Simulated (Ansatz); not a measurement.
The parent structure is CaF2 in the fluorite structure (space group Fm-3m, No. 225; a = 5.420 Å). Axes: x, y, z lie along the cube axes.

Level of theory: PBEsol (Ansatz, a program for electronic structure, PAW, scalar-relativistic without spin-orbit coupling), earlier PAW set.

One thing is altered: a pure shear with ε_xy = ε_yx = -0.0092; the atoms relax in the strained cell.

### Question
Predict the stress tensor and what it implies for the stiffness.

### Answer
Stress of the strained cell less that of the base (GPa, compression positive):
```
   0.02    0.60    0.00
   0.60    0.02    0.00
   0.00    0.00    0.02
```

Then −Δσ/γ with γ = 2ε = -0.0184 gives relaxed-ion elastic constants: C66 ≈ 33 GPa.

Whether these cells are dynamically stable was not tested.
